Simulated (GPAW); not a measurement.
A run of GPAW 26.7.0:

run.py

```python
from ase.dft.bandgap import bandgap
from ase.io import write
from ase.spacegroup import crystal
from ase.units import GPa
from gpaw import GPAW, PW, setup_paths

setup_paths.insert(0, '.')

# Si 2a
atoms = crystal(['Si'],
                basis=[[0.0, 0.0, 0.0]],
                spacegroup=139, setting=1,  # I4/mmm
                cellpar=[3.25382986, 3.25382986, 2.6406597, 90.0, 90.0, 90.0],
                primitive_cell=True)

calc = GPAW(mode=PW(800),
            xc='PBE',
            kpts={'size': (10, 10, 10), 'gamma': True},
            occupations={'name': 'fermi-dirac', 'width': 0.05},
            setups='sg15',
            nbands=-6,
            maxiter=120,
            txt='gpaw.txt')
atoms.calc = calc
energy = atoms.get_potential_energy()
forces = atoms.get_forces()
stress = atoms.get_stress()
calc.write('gs.gpw')
write('result.traj', atoms)
print(f'Energy: {energy:.6f} eV')
print('Forces (eV/A):')
print(forces.round(4))
print('Stress (GPa):', (stress / GPa).round(3))
print('Fermi level:', round(calc.get_fermi_level(), 4), 'eV')
print(f'Gap: {bandgap(calc)[0]:.4f} eV, direct: {bandgap(calc, direct=True)[0]:.4f} eV')
```

Potentials or basis: SG15 ONCV 1.2, pw.

The run is started by

```console
$ OMP_NUM_THREADS=1 python run.py
```

Hardware: 1 thread of Arm Neoverse V1, on a shared host.

Q: How long does it take, and how much memory?

A: Wall time 12 s on 1 thread of Arm Neoverse V1, on a shared host, peak memory 0.13 GiB. Counts: scf iterations 7, plane waves 734, bands 8, k points 102.
